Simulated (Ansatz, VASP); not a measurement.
# Two plane-wave programs on Ba

Contents of INCAR:

```
AGGAC = 1.0
AGGAX = 1.0
ALDAC = 0.0
ALDAX = 1.0
ALGO = Normal
EDIFF = 1E-6
ENCUT = 520
GGA = B5
ISIF = 2
ISMEAR = -1
LASPH = T
LCHARG = T
LELF = T
LREAL = F
LVHAR = T
LWAVE = F
NBANDS = 17
NELM = 100
PREC = Accurate
SIGMA = 0.1
```

Contents of KPOINTS:

```
k-points
0
Gamma
  9 9 5
```

Contents of POSCAR:

```
Ba
1.0
    4.7277794693      0.0000000000      0.0000000000
   -2.3638897347      4.0943771239      0.0000000000
    0.0000000000      0.0000000000      7.7361855426
Ba
2
Direct
    0.3333333333      0.6666666667      0.2500000000
    0.6666666667      0.3333333333      0.7500000000
```

Input for Ansatz:

```yaml
crystal:
  lattice:
    - [4.7277794693, 0.0, 0.0]
    - [-2.3638897347, 4.0943771239, 0.0]
    - [0.0, 0.0, 7.7361855426]
  atoms:
    - { symbol: Ba, position: [0.3333333333, 0.6666666667, 0.25] }
    - { symbol: Ba, position: [0.6666666667, 0.3333333333, 0.75] }
hamiltonian:
  xc: blyp
  pseudopotentials:
    kind: paw
    azcp:
      Ba: "pseudopotentials/Ba.paw.azcp"
basis:
  ecutwfc: 420
  fft_grid_basis: typed
kpoints:
  mp_grid: { grid: [9, 9, 5], shift: [0, 0, 0] }
magnetization:
  spin_polarized: false
scf:
  occupations: { method: fermi_dirac, width: 0.1 }
  lower_state_search: "off"
output:
  stress: true
```

Alike in both runs: task single point; functional BLYP; k mesh 9 × 9 × 5; occupations fermi-dirac, width 0.1 eV; no spin polarisation.

|  | VASP | Ansatz |
| --- | --- | --- |
| version | VASP 6.6.1 | Ansatz 0.2.0 |
| potentials or method | VASP PAW PBE potentials, release 64 (Ba_sv) | plane waves (420 eV) with PAW, scalar-relativistic |
| plane-wave cutoff (eV) | 520 | 420 |
| valence electrons in the cell | 20 | 20 |

|  | VASP | Ansatz | Ansatz less VASP |
| --- | --- | --- | --- |
| pressure (GPa) | -0.7 | -0.7 | -0.02 |

The functional is the same, so the differences come from potentials, cutoffs and numerics.

Caveats: the PAW data sets were made with another functional, which shifts forces and pressure a little (VASP). The runs have no spin-orbit coupling, so splittings on Ba are missing.
